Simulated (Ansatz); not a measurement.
A calculation with Ansatz 0.2.0 of Mg (native input, structure typed inline):

The input input.yaml:

```yaml
crystal:
  lattice:
    - [-1.7727644967, 1.7727644967, 1.7727644967]
    - [1.7727644967, -1.7727644967, 1.7727644967]
    - [1.7727644967, 1.7727644967, -1.7727644967]
  atoms:
    - { symbol: Mg, position: [0.0, 0.0, 0.0] }
hamiltonian:
  xc: lc_wpbe
  pseudopotentials: { kind: paw }
  dispersion: d3bj
kpoints:
  mp_grid: { grid: [8, 8, 8] }
scf:
  occupations: { method: methfessel_paxton, width: 0.1 }
output:
  forces: true
  stress: true
  eigenvalues: true
```

Potentials or basis: Ansatz PAW.

Run with:

```sh
$ ansatz run input.yaml --threads 2 --pin off --max-ram 5120MiB --backend cpu --events-out ev --progress --plain --runs-dir out
```

This isn't the form of Mg at room conditions, which is hcp.

Task: Write the same calculation in another form: ASE script, structure from a POSCAR.

Result: As run:

run.py

```python
import json

import ase.io
import numpy as np
from ase.calculators.calculator import CalculationFailed, Calculator
from ase.stress import full_3x3_to_voigt_6_stress
from ase.units import GPa

import ansatz as az

class AnsatzCalculator(Calculator):
    implemented_properties = ["energy", "free_energy", "forces", "stress", "magmom"]

    def calculate(self, atoms, properties, system_changes):
        super().calculate(atoms, properties, system_changes)
        structure = atoms.copy()
        structure.set_constraint()
        structure.set_momenta(None)
        structure.set_masses(None)
        outcome = (
            az.Crystal.from_ase(structure)
            .calculation()
            .basis(xc_grid=2)
            .kpoints(8, 8, 8)
            .functional("lc_wpbe", dispersion="d3bj")
            .pseudopotentials(kind="paw")
            .scf(tolerance=2e-10)
            .occupations(method="methfessel_paxton", width=0.1)
            .forces()
            .stress()
            .run(threads=2)
        )
        if not outcome.report["converged"]:
            raise CalculationFailed("SCF not converged")
        report = outcome.report
        self.results = {
            "free_energy": report["lagrangian_ev"],
            "energy": report["lagrangian_ev"],
            "forces": np.array(report["forces_ev_ang"]),
            "stress": -GPa * full_3x3_to_voigt_6_stress(report["stress_gpa"]),
            "magmom": report["magnetization_mub"],
        }

np.set_printoptions(precision=5, suppress=True, linewidth=110)
atoms = ase.io.read("POSCAR", format="vasp")
atoms.calc = AnsatzCalculator()
print(f"free energy {atoms.get_potential_energy():.6f} eV")
print("forces (eV/A)", atoms.get_forces(), sep="\n")
print("stress (GPa, Voigt, tension positive)", atoms.get_stress() / GPa, sep="\n")
print(f"moment {atoms.get_magnetic_moment():.4f} muB")
```

POSCAR

```
Mg
1.0
   -1.7727644967      1.7727644967      1.7727644967
    1.7727644967     -1.7727644967      1.7727644967
    1.7727644967      1.7727644967     -1.7727644967
Mg
1
Direct
    0.0000000000      0.0000000000      0.0000000000
```

Potentials or basis: Ansatz PAW.

Command:

```console
$ python run.py
```

Both were run:

|  | native input, structure typed inline | ASE script, structure from a POSCAR |
| --- | --- | --- |
| Pressure | -3.1 GPa | -3.1 GPa |
| Band gap on the k mesh | none (metal or under the smearing width) | none (metal or under the smearing width) |

Keys that steer only the numerical path or the files written may differ.

Caveat: the PAW data sets were made with another functional, which shifts forces and pressure a little; pairwise dispersion overbinds metals, which lowers pressure and volume; the thresholds are loose for stress.
